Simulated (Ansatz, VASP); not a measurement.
Be in VASP and in Ansatz

```
Be
1.0
    -1.24469    1.24469    1.24469
     1.24469   -1.24469    1.24469
     1.24469    1.24469   -1.24469
Be
1
Direct
  0.00000 0.00000 0.00000
```

This isn't the form of Be at room conditions, which is hcp.

Alike in both runs: task single point; functional PBE; k mesh 13 × 13 × 13; no spin polarisation.

|  | VASP | Ansatz |
| --- | --- | --- |
| version | VASP 6.6.1 | Ansatz 0.2.0 |
| potentials or method | VASP PAW PBE potentials, release 64 (Be) | plane waves, PAW |
| plane-wave cutoff (eV) | 520 | 550 |
| occupations | fermi-dirac, width 0.1 eV | fermi-dirac |
| valence electrons in the cell | 2 | 2 |

|  | VASP | Ansatz | Ansatz less VASP |
| --- | --- | --- | --- |
| pressure (GPa) | 1.9 | 1.7 | -0.15 |
